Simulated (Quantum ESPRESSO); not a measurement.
The system is MoS2.

```
CELL_PARAMETERS angstrom
1.58550 0.91539 6.11500
-1.58550 0.91539 6.11500
0.00000 -1.83078 6.11500
ATOMIC_POSITIONS crystal
Mo 0.00000 0.00000 0.00000
S 0.25000 0.25000 0.25000
S 0.75000 0.75000 0.75000
```

Measurements of this composition are mostly on another form, of space group No. 194.

| Quantity | Value |
| --- | --- |
| Program | Quantum ESPRESSO 7.5 |
| Task | single point |
| Functional | PBEsol |
| Potentials or basis | GBRV 1.5 PBEsol |
| Cutoff | 612 eV |
| Density cutoff | 4898 eV |
| k mesh | 10 × 10 × 10 |
| Occupations | fermi-dirac, width 0.05 eV |
| Spin | no spin polarisation |

On this cell: pressure 2.5 GPa; largest force 0.739 eV/Å; band gap on the k mesh none (metal or under the smearing width).

The same run follows on a disturbed copy (atoms moved at random, drawn with an rms of 0.05 Å):

```
Mo S
1.0
     1.58550    0.91539    6.11500
    -1.58550    0.91539    6.11500
     0.00000   -1.83078    6.11500
Mo S
1 2
Direct
  0.00526 0.98847 0.00654
  0.24910 0.25717 0.23994
  0.74176 0.73264 0.76980
```

Q: What does the disturbed cell give?

A: The energy (extrapolated to zero smearing) moves by +14.3 meV/atom; pressure 3.4 GPa; largest force 1.334 eV/Å; band gap on the k mesh none (metal or under the smearing width).

Forces in eV/Å, atoms in the order of the input:
```
Mo  -0.210 -0.052 -0.774
S    0.225 -0.366 -0.493
S   -0.014  0.418  1.267
```

Stress tensor (GPa, compression positive):
```
 3.23 -0.40 -1.09
-0.40 -0.04  3.51
-1.09  3.51  7.12
```

Caveats: the cell's inner coordinates are idealised or old, which leaves forces on the atoms.
